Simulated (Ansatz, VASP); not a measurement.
**Mg12H (a cell with a defect) in VASP and in Ansatz**

```
CELL_PARAMETERS angstrom
6.42000 0.00000 0.00000
-4.81500 8.33982 0.00000
0.00000 0.00000 5.21304
ATOMIC_POSITIONS crystal
Mg 0.00034 0.00145 0.00033
Mg 0.16733 0.22244 0.49581
Mg 0.99968 0.33296 0.99880
Mg 0.16651 0.55607 0.49752
Mg 0.00200 0.66632 0.00538
Mg 0.16844 0.88798 0.49319
Mg 0.49992 0.99931 0.00243
Mg 0.66725 0.22290 0.50101
Mg 0.49931 0.33326 0.00407
Mg 0.66616 0.55421 0.49985
Mg 0.49861 0.66761 0.00697
Mg 0.66452 0.88935 0.49459
H 0.33380 0.78207 0.75078
```

Alike in both runs: functional PBE; k mesh 2 × 2 × 2; occupations fermi-dirac, width 0.15 eV; no spin polarisation.

Ansatz relaxed the structure, and its values are those at the end. VASP's run is a single point on that final structure, the one shown.

|  | VASP | Ansatz |
| --- | --- | --- |
| version | VASP 6.6.1 | Ansatz 0.2.0 |
| potentials or method | VASP PAW PBE potentials, release 64 (Mg, H) | scalar-relativistic, plane waves, PAW |
| plane-wave cutoff (eV) | 520 | 420 |
| valence electrons in the cell | 25 | 121 |

```csv
,VASP,Ansatz,Ansatz less VASP
rms of the force components (eV/Å),0.014,0.014,-0.0001
```

The two sets of potentials don't hold the same shells in valence.

Caveats: the k mesh is coarse (spacing up to 0.60 Å⁻¹), so the values aren't converged.
